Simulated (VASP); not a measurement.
Set up this calculation in VASP 6.6.1, as the native input.

```yaml
Task: relaxation of cell and atoms
Functional: PBEsol
Potentials_or_basis: VASP PAW PBE potentials, release 64 (Ba_sv)
Cutoff: 480 eV
k_mesh: 12 × 12 × 12
Occupations: gaussian, width 0.1 eV
Spin: no spin polarisation
Further_INCAR_settings: ALGO = Fast; EDIFF = 1e-07; IBRION = 2; EDIFFG = -0.005; NSW = 90; ISIF = 3
```

The structure of Ba lies in POSCAR:

```
Ba
1.0
   -2.5125000000      2.5125000000      2.5125000000
    2.5125000000     -2.5125000000      2.5125000000
    2.5125000000      2.5125000000     -2.5125000000
Ba
1
Direct
    0.0000000000      0.0000000000      0.0000000000
```

One way to write it, as run:

INCAR

```
SYSTEM = Ba
PREC = Accurate
ENCUT = 480
EDIFF = 1E-7
ISMEAR = 0
SIGMA = 0.1
LREAL = .FALSE.
LASPH = .TRUE.
NELM = 80
ALGO = Fast
ISIF = 3
LWAVE = .FALSE.
LCHARG = .FALSE.
GGA = PS
IBRION = 2
NSW = 90
EDIFFG = -0.005
```

KPOINTS

```
Automatic mesh
0
G
  12 12 12
  0 0 0
```

Potentials or basis: VASP PAW PBE potentials, release 64 (Ba_sv).

The run is started by

```bash
$ cat potpaw_PBE.64/Ba_sv/POTCAR > POTCAR
$ mpirun -np 1 vasp_std > vasp.out
```

It gave:

```
Relaxed volume                         : 58.44 Å³/atom
Relaxed cell                           : a = 4.234 Å, b = 4.234 Å, c = 4.234 Å, α = 109.47°, β = 109.47°, γ = 109.47°
Space group after relaxing (to 0.05 Å) : Im-3m (No. 229)
Energy gained by relaxing              : 10.7 meV/atom
Ionic steps                            : 3
Pressure after relaxing                : 0.0 GPa
Band gap on the k mesh                 : none (metal or under the smearing width)
```

Caveat: the PAW data sets were made with another functional, which shifts forces and pressure a little.

Wall time 59 s on 1 thread of AMD EPYC 9R45 (Zen 5), on a shared host, peak memory 0.18 GiB.
